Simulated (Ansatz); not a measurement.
NaCl (space group Fm-3m) relaxed with several functionals in Ansatz (plane waves to 420 eV, scalar-relativistic PAW, no spin-orbit coupling, symmetry kept). The database cell has 22.19 Å³/atom; its temperature or method isn't stated, so the comparison with it is no error of the functional. No moments.

```csv
functional,conventional cell,V (Å³/atom),against the database cell (%),gap on mesh (eV),largest moment (μB)
PBE,"a = 5.694 Å, b = 5.694 Å, c = 5.694 Å, α = 90.00°, β = 90.00°, γ = 90.00°",23.08,4.0,5.00,0.00
LDA,"a = 5.464 Å, b = 5.464 Å, c = 5.464 Å, α = 90.00°, β = 90.00°, γ = 90.00°",20.39,-8.1,5.08,0.00
PBE+D3(BJ),"a = 5.578 Å, b = 5.578 Å, c = 5.578 Å, α = 90.00°, β = 90.00°, γ = 90.00°",21.69,-2.2,5.24,0.00
```